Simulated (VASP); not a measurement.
Method: PBE GGA, VASP's PBE PAW potentials (set 64) (plane waves; VASP 6.6.1).

The input files of a VASP run:

**INCAR**
```
! general
SYSTEM  = CaF2
PREC    = Accurate
ENCUT   = 600
LREAL   = F
LASPH   = T

! electronic loop
EDIFF   = 1E-7
NELM    = 100
ALGO    = Normal   ! blocked Davidson

! smearing
ISMEAR  = 0   ! Gaussian
SIGMA   = 0.05   ! width (eV)

! functional
GGA     = PE   ! PBE

! ions
IBRION  = 2
NSW     = 40
ISIF    = 3
EDIFFG  = -0.01   ! ionic stop
PSTRESS = 300   ! kbar

! output
LWAVE   = F
LCHARG  = F
```

**KPOINTS**
```
Automatic mesh
0
Gamma
6 6 6
0 0 0
```

**POSCAR**
```
CaF2
1.0
  0.0000000000   2.7580734293   2.7580734293
  2.7580734293   0.0000000000   2.7580734293
  2.7580734293   2.7580734293   0.0000000000
Ca F
1 2
direct
  0.0000000000   0.0000000000   0.0000000000
  0.2500000000   0.2500000000   0.2500000000
  0.7500000000   0.7500000000   0.7500000000
```

POTCAR, in this order: Ca_sv F (PBE.64 set). Program: vasp_std.

Output of the run:

### OUTCAR
```
 ion  position               nearest neighbor table
   1  0.000  0.000  0.000-   2 2.39   3 2.39   3 2.39   3 2.39   3 2.39   2 2.39   2 2.39   2 2.39
  LATTYP: Found a face centered cubic cell.
 ALAT       =     5.5161468586
 Subroutine PRICEL returns:
 Original cell was already a primitive cell.
 Subroutine GETGRP returns: Found 48 space group operations
The static configuration has the point symmetry O_h .
The dynamic configuration has the point symmetry O_h .
 Subroutine INISYM returns: Found 48 space group operations
 Subroutine IBZKPT returns following result:
 Found     16 irreducible k-points:

 Following reciprocal coordinates:
            Coordinates               Weight
  0.000000  0.000000  0.000000      1.000000
  0.166667  0.000000  0.000000      8.000000
  0.333333  0.000000  0.000000      8.000000
  0.500000  0.000000  0.000000      4.000000
  0.166667  0.166667  0.000000      6.000000
  0.333333  0.166667  0.000000     24.000000
  0.500000  0.166667  0.000000     24.000000
 -0.333333  0.166667  0.000000     24.000000
 -0.166667  0.166667  0.000000     12.000000
  0.333333  0.333333  0.000000      6.000000
...
```

### OSZICAR
```
...
DAV:  10    -0.173449777212E+02   -0.93520E-03   -0.14439E-03   624   0.290E-01    0.333E-02
DAV:  11    -0.173449875474E+02   -0.98263E-05   -0.97686E-05   680   0.895E-02    0.158E-02
DAV:  12    -0.173449952479E+02   -0.77005E-05   -0.23938E-05   664   0.470E-02    0.367E-03
DAV:  13    -0.173449955845E+02   -0.33666E-06   -0.43039E-06   688   0.172E-02    0.412E-03
DAV:  14    -0.173449951033E+02    0.48126E-06   -0.10968E-06   664   0.989E-03    0.709E-04
DAV:  15    -0.173449950961E+02    0.71977E-08   -0.41969E-08   424   0.211E-03
   1 F= -.94879700E+01 E0= -.94879700E+01  d E =-.948797E+01
       N       E                     dE             d eps       ncg     rms          rms(c)
DAV:   1    -0.506096182409E+02   -0.33265E+02   -0.83107E+02   568   0.302E+02    0.466E+01
DAV:   2    -0.180908311274E+02    0.32519E+02   -0.12102E+02   520   0.961E+01    0.139E+01
DAV:   3    -0.150648707422E+02    0.30260E+01   -0.90231E+00   688   0.376E+01    0.487E+00
DAV:   4    -0.148476149583E+02    0.21726E+00   -0.27181E+00   856   0.144E+01    0.153E+00
DAV:   5    -0.148929022855E+02   -0.45287E-01   -0.66127E-02   632   0.295E+00    0.995E-01
DAV:   6    -0.149487092498E+02   -0.55807E-01   -0.10261E-01   800   0.189E+00    0.348E-01
DAV:   7    -0.149511263637E+02   -0.24171E-02   -0.18901E-03   672   0.488E-01    0.113E-01
DAV:   8    -0.149514267680E+02   -0.30040E-03   -0.58808E-04   808   0.206E-01    0.232E-02
DAV:   9    -0.149514325028E+02   -0.57347E-05   -0.19176E-05   536   0.570E-02    0.627E-03
DAV:  10    -0.149514319265E+02    0.57630E-06   -0.25309E-06   584   0.174E-02    0.161E-03
DAV:  11    -0.149514316235E+02    0.30297E-06   -0.23790E-07   552   0.517E-03    0.106E-03
DAV:  12    -0.149514318781E+02   -0.25464E-06   -0.18382E-08   320   0.178E-03    0.178E-04
DAV:  13    -0.149514318582E+02    0.19926E-07   -0.41824E-09   264   0.688E-04
   2 F= -.97213081E+01 E0= -.97213081E+01  d E =-.233338E+00
       N       E                     dE             d eps       ncg     rms          rms(c)
DAV:   1    -0.228603459496E+02   -0.79089E+01   -0.16087E+02   640   0.140E+02    0.186E+01
DAV:   2    -0.174894434461E+02    0.53709E+01   -0.21985E+01   624   0.407E+01    0.581E+00
DAV:   3    -0.167655547307E+02    0.72389E+00   -0.15482E+00   856   0.140E+01    0.173E+00
DAV:   4    -0.167097787235E+02    0.55776E-01   -0.53894E-01   864   0.597E+00    0.769E-01
DAV:   5    -0.167387179936E+02   -0.28939E-01   -0.56290E-02   776   0.279E+00    0.333E-01
DAV:   6    -0.167359053793E+02    0.28126E-02   -0.17437E-02   864   0.143E+00    0.342E-02
DAV:   7    -0.167358653354E+02    0.40044E-04   -0.83265E-04   840   0.269E-01    0.589E-02
DAV:   8    -0.167358811156E+02   -0.15780E-04   -0.97149E-05   656   0.129E-01    0.108E-02
DAV:   9    -0.167358824032E+02   -0.12875E-05   -0.43684E-06   592   0.252E-02    0.416E-03
DAV:  10    -0.167358832875E+02   -0.88438E-06   -0.46766E-07   608   0.714E-03    0.922E-04
DAV:  11    -0.167358832928E+02   -0.52164E-08   -0.28266E-08   336   0.165E-03
   3 F= -.10453241E+02 E0= -.10453241E+02  d E =-.965271E+00
       N       E                     dE             d eps       ncg     rms          rms(c)
DAV:   1    -0.167106067791E+02    0.25277E-01   -0.12061E-01   600   0.373E+00    0.537E-01
DAV:   2    -0.167062177670E+02    0.43890E-02   -0.18995E-02   544   0.119E+00    0.150E-01
DAV:   3    -0.167057381097E+02    0.47966E-03   -0.88660E-04   736   0.377E-01    0.573E-02
DAV:   4    -0.167056893788E+02    0.48731E-04   -0.56670E-04   808   0.192E-01    0.222E-02
DAV:   5    -0.167056902086E+02   -0.82978E-06   -0.67197E-06   616   0.277E-02    0.220E-02
DAV:   6    -0.167056918677E+02   -0.16592E-05   -0.17966E-07   592   0.282E-03    0.216E-02
DAV:   7    -0.167057094702E+02   -0.17602E-04   -0.30035E-05   872   0.508E-02    0.159E-02
DAV:   8    -0.167057115438E+02   -0.20736E-05   -0.10978E-06   560   0.131E-02    0.905E-03
DAV:   9    -0.167057122259E+02   -0.68207E-06   -0.13802E-07   456   0.459E-03    0.600E-03
DAV:  10    -0.167057129860E+02   -0.76013E-06   -0.49014E-07   696   0.824E-03    0.160E-03
DAV:  11    -0.167057131606E+02   -0.17465E-06   -0.37672E-08   264   0.252E-03    0.121E-03
DAV:  12    -0.167057131434E+02    0.17289E-07   -0.81164E-09   256   0.110E-03
   4 F= -.10453962E+02 E0= -.10453962E+02  d E =-.965992E+00
       N       E                     dE             d eps       ncg     rms          rms(c)
DAV:   1    -0.166803412327E+02    0.25372E-01   -0.11206E-01   600   0.359E+00    0.517E-01
DAV:   2    -0.166762709208E+02    0.40703E-02   -0.17564E-02   544   0.115E+00    0.144E-01
DAV:   3    -0.166758240588E+02    0.44686E-03   -0.82731E-04   736   0.364E-01    0.551E-02
DAV:   4    -0.166757792204E+02    0.44838E-04   -0.52599E-04   808   0.185E-01    0.214E-02
DAV:   5    -0.166757799610E+02   -0.74059E-06   -0.62364E-06   608   0.267E-02    0.213E-02
DAV:   6    -0.166757805045E+02   -0.54351E-06   -0.81075E-08   456   0.212E-03    0.212E-02
DAV:   7    -0.166757944682E+02   -0.13964E-04   -0.34952E-05   880   0.527E-02    0.230E-02
DAV:   8    -0.166757985618E+02   -0.40937E-05   -0.19698E-06   584   0.171E-02    0.133E-02
DAV:   9    -0.166758002115E+02   -0.16496E-05   -0.39824E-07   640   0.746E-03    0.833E-03
DAV:  10    -0.166758014063E+02   -0.11948E-05   -0.65035E-07   720   0.953E-03    0.275E-03
DAV:  11    -0.166758016339E+02   -0.22758E-06   -0.66093E-08   328   0.339E-03    0.175E-03
DAV:  12    -0.166758016405E+02   -0.65929E-08   -0.15346E-08   256   0.143E-03
   5 F= -.10453696E+02 E0= -.10453696E+02  d E =-.965726E+00
       N       E                     dE             d eps       ncg     rms          rms(c)
DAV:   1    -0.167295069950E+02   -0.53705E-01   -0.24357E-01   600   0.530E+00    0.761E-01
DAV:   2    -0.167206963227E+02    0.88107E-02   -0.38165E-02   552   0.169E+00    0.212E-01
DAV:   3    -0.167197354412E+02    0.96088E-03   -0.18038E-03   728   0.535E-01    0.805E-02
DAV:   4    -0.167196275706E+02    0.10787E-03   -0.10916E-03   816   0.269E-01    0.308E-02
DAV:   5    -0.167196287083E+02   -0.11377E-05   -0.12940E-05   616   0.381E-02    0.311E-02
DAV:   6    -0.167196311897E+02   -0.24814E-05   -0.32325E-06   696   0.238E-02    0.252E-02
DAV:   7    -0.167196427316E+02   -0.11542E-04   -0.26439E-05   768   0.530E-02    0.138E-02
DAV:   8    -0.167196443532E+02   -0.16216E-05   -0.68068E-07   608   0.872E-03    0.980E-03
DAV:   9    -0.167196454991E+02   -0.11459E-05   -0.39974E-07   712   0.530E-03    0.604E-03
DAV:  10    -0.167196462358E+02   -0.73675E-06   -0.26422E-07   536   0.621E-03    0.284E-03
DAV:  11    -0.167196464992E+02   -0.26340E-06   -0.23351E-07   520   0.538E-03    0.317E-04
DAV:  12    -0.167196464957E+02    0.34879E-08   -0.35464E-08   272   0.199E-03
   6 F= -.10453757E+02 E0= -.10453757E+02  d E =-.605606E-04
       N       E                     dE             d eps       ncg     rms          rms(c)
DAV:   1    -0.167013313512E+02    0.18315E-01   -0.54620E-02   600   0.251E+00    0.361E-01
DAV:   2    -0.166993439299E+02    0.19874E-02   -0.85938E-03   544   0.801E-01    0.101E-01
DAV:   3    -0.166991255934E+02    0.21834E-03   -0.40188E-04   736   0.254E-01    0.385E-02
DAV:   4    -0.166991039330E+02    0.21660E-04   -0.25691E-04   808   0.130E-01    0.149E-02
DAV:   5    -0.166991043131E+02   -0.38007E-06   -0.30472E-06   616   0.186E-02    0.149E-02
DAV:   6    -0.166991047635E+02   -0.45038E-06   -0.43072E-08   408   0.160E-03    0.147E-02
DAV:   7    -0.166991140909E+02   -0.93274E-05   -0.16078E-05   880   0.354E-02    0.127E-02
DAV:   8    -0.166991154092E+02   -0.13183E-05   -0.63484E-07   552   0.953E-03    0.762E-03
DAV:   9    -0.166991161189E+02   -0.70971E-06   -0.26151E-07   600   0.591E-03    0.397E-03
DAV:  10    -0.166991164982E+02   -0.37932E-06   -0.14121E-07   480   0.491E-03    0.144E-03
DAV:  11    -0.166991165791E+02   -0.80881E-07   -0.33286E-08   256   0.206E-03
   7 F= -.10453984E+02 E0= -.10453984E+02  d E =-.288291E-03
```

OUTCAR:
```
------------------------ aborting loop because EDIFF is reached ----------------------------------------
  FORCE on cell =-STRESS in cart. coord.  units (eV):
  Direction    XX          YY          ZZ          XY          YZ          ZX
  --------------------------------------------------------------------------------------
  Total        6.2477066      6.2477066      6.2477066      0.0000000      0.0000000      0.0000000
  in kB      300.1236682    300.1236682    300.1236682      0.0000000      0.0000000      0.0000000
  external PRESSURE =       0.1236682 kB  Pullay stress =     300.0000000 kB
  volume of cell :       33.35
      direct lattice vectors                 reciprocal lattice vectors
     0.000000000  2.554859304  2.554859304    -0.195705493  0.195705493  0.195705493
     2.554859304  0.000000000  2.554859304     0.195705493 -0.195705493  0.195705493
     2.554859304  2.554859304  0.000000000     0.195705493  0.195705493 -0.195705493
 POSITION                                       TOTAL-FORCE (eV/Angst)
 -----------------------------------------------------------------------------------
      0.00000      0.00000      0.00000         0.000000     -0.000000      0.000000
      1.27743      1.27743      1.27743         0.000000      0.000000      0.000000
      3.83229      3.83229      3.83229        -0.000000     -0.000000     -0.000000
 -----------------------------------------------------------------------------------
    total drift:                                0.000000     -0.000000      0.000000
  FREE ENERGIE OF THE ION-ELECTRON SYSTEM (eV)
  ---------------------------------------------------
  free  energy   TOTEN  =       -16.6991165791 eV

  energy  without entropy=      -16.6991165791  energy(sigma->0) =      -16.69911658
  enthalpy is  TOTEN    =       -10.4539844168 eV   P V=        6.2451321623

 reached required accuracy - stopping structural energy minimisation
```
(Selected blocks of OUTCAR.)

**CONTCAR**
```
CaF2
   1.00000000000000
     0.0000000000000000    2.5548593038155976    2.5548593038155976
     2.5548593038155976    0.0000000000000000    2.5548593038155976
     2.5548593038155976    2.5548593038155976    0.0000000000000000
  Ca              F
     1     2
Direct
     0.0000000000000000    0.0000000000000000    0.0000000000000000
     0.2500000000000000    0.2500000000000000    0.2500000000000000
     0.7500000000000000    0.7500000000000000    0.7500000000000000
```

File OUTCAR:
```
 val. band max:        0.2415011655   @ k =   0.5000   0.5000   0.0000

 cond. band min:       8.7973484664   @ k =   0.0000   0.0000   0.0000


 Fermi energy:         0.5889795982

 k-point     1 :       0.0000    0.0000    0.0000
  band No.  band energies     occupation
      1     -34.9037      2.00000
      2     -20.2150      2.00000
      3     -19.1189      2.00000
      4     -15.8109      2.00000
      5     -15.8109      2.00000
      6     -15.8109      2.00000
      7      -2.5885      2.00000
      8      -2.5885      2.00000
      9      -2.5885      2.00000
     10      -0.0428      2.00000
     11      -0.0428      2.00000
     12      -0.0428      2.00000
     13       8.7973      0.00000
     14      10.1380      0.00000
     15      10.1380      0.00000
     16      13.1378      0.00000

 k-point     2 :       0.1667    0.0000    0.0000
  band No.  band energies     occupation
      1     -34.8788      2.00000
      2     -20.3268      2.00000
      3     -19.2381      2.00000
      4     -15.8357      2.00000
      5     -15.8357      2.00000
      6     -15.6389      2.00000
      7      -2.4180      2.00000
      8      -2.4180      2.00000
      9      -2.2369      2.00000
     10      -0.4107      2.00000
     11      -0.2006      2.00000
     12      -0.2006      2.00000
     13       9.5173      0.00000
     14      10.2384      0.00000
     15      10.2384      0.00000
     16      12.8179      0.00000

 k-point     3 :       0.3333    0.0000    0.0000
  band No.  band energies     occupation
      1     -34.8283      2.00000
      2     -20.4679      2.00000
      3     -19.5670      2.00000
      4     -15.8845      2.00000
      5     -15.8845      2.00000
      6     -15.2622      2.00000
      7      -2.0437      2.00000
      8      -2.0437      2.00000
      9      -1.5638      2.00000
     10      -1.0164      2.00000
     11      -0.5257      2.00000
     12      -0.5257      2.00000
     13      10.4118      0.00000
...
```

Energy and stress use the plane-wave basis of the starting cell.

The compound is CaF2 in the fluorite structure. This run relaxes it under an external pressure of 30 GPa. Symmetry was kept, so distortions that lower it aren't found.
